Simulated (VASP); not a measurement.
Here is a VASP 6.6.1 calculation.

The input POSCAR:

```
TePb
1.0
    0.0000000000      3.2903218500      3.2903218500
    3.2903218500      0.0000000000      3.2903218500
    3.2903218500      3.2903218500      0.0000000000
Te Pb
1 1
Direct
    0.5000000000      0.5000000000      0.5000000000
    0.0000000000      0.0000000000      0.0000000000
```

Contents of INCAR.step1:

```
PREC = Accurate
ENCUT = 520
ISMEAR = -1
SIGMA = 0.02
LREAL = False
LASPH = True
NELM = 100
NBANDS = 17
GGA = PE
ALGO = Normal
EDIFF = 1E-4
LWAVE = True
LCHARG = False
```

Contents of INCAR.step2:

```
PREC = Accurate
ENCUT = 520
EDIFF = 1E-6
ISMEAR = -1
SIGMA = 0.02
LREAL = False
LASPH = True
NELM = 100
ALGO = Normal
ISIF = 2
LWAVE = False
LCHARG = False
METAGGA = R2SCAN
LMIXTAU = True
NBANDS = 17
ISTART = 1
```

Contents of KPOINTS:

```
Automatic mesh
0
Gamma
  8 8 8
```

Potentials or basis: VASP PAW PBE potentials, release 64 (Te, Pb_d).

Run with:

```bash
$ cat potpaw_PBE.64/Te/POTCAR potpaw_PBE.64/Pb_d/POTCAR > POTCAR
$ cp INCAR.step1 INCAR
$ mpirun -np 1 vasp_std > vasp.out
$ cp INCAR.step2 INCAR
$ mpirun -np 1 vasp_std > vasp.out
```

**Question.** Estimate the pressure.

**Answer.** -0.9 GPa.

**Question.** What does it give for the band gap on the k mesh?

**Answer.** 1.13 eV.

Caveat: the PAW data sets were made with another functional, which shifts forces and pressure a little; spin-orbit coupling is left out, which moves the levels of the heavy elements.

**Measured values to compare with.**

From a printed reference work, monograph, for a bulk crystal of TePb at 4.2 K: band gap 0.19 eV (direct).

Measured gap of TePb: 0.19 eV (direct; 4.2 K; a printed reference work, monograph). This calculation gives 1.13 eV (+0.94 eV). Spin-orbit coupling on Pb, Te is left out. The value is that of r2SCAN on a finite k mesh, which can miss the band edges, without temperature or zero-point motion.
